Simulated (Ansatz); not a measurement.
The system is TePb.

```
Pb Te
1.0
     0.00000    3.23100    3.23100
     3.23100    0.00000    3.23100
     3.23100    3.23100    0.00000
Pb Te
1 1
Cartesian
  0.0000 0.0000 0.0000
  3.2310 3.2310 3.2310
```

```yaml
Program: Ansatz 0.2.0
Task: relaxation of cell and atoms
Functional: r2SCAN
Potentials_or_basis: Ansatz PAW
Cutoff: "500 eV (not typed: the program's choice for these potentials)"
k_mesh: 7 × 7 × 7
Occupations: fermi-dirac, width 0.05 eV
Spin: no spin polarisation
```

At the start: volume 33.73 Å³/atom.

**Question.** Where does the relaxation end?

**Answer.** It ends after 4 steps and the volume is 34.90 Å³/atom (+3.5 %); space group Fm-3m (No. 225, to 0.05 Å).

Step by step:
| step | energy change (eV) | largest force (eV/Å) | volume (Å³) |
| --- | --- | --- | --- |
| 1 | 0.0000 | 0.0000 | 67.46 |
| 2 | -0.0091 | 0.0000 | 70.57 |
| 3 | -0.0104 | 0.0000 | 69.80 |
| 4 | -0.0106 | 0.0000 | 69.80 |

Final structure:
```yaml
crystal:
  lattice:
    - [0.00000, 3.26791, 3.26791]
    - [3.26791, 0.00000, 3.26791]
    - [3.26791, 3.26791, 0.00000]
  atoms:
    - { symbol: Pb, position: [0.00000, 0.00000, 0.00000] }
    - { symbol: Te, position: [0.50000, 0.50000, 0.50000] }
```

Caveat: the plane-wave basis is chosen anew once the cell has moved, so the energies of steps on either side of that aren't comparable; the PAW data sets come from PBE, with cores solved anew for the run's functional, which leaves a small shift of forces and pressure.
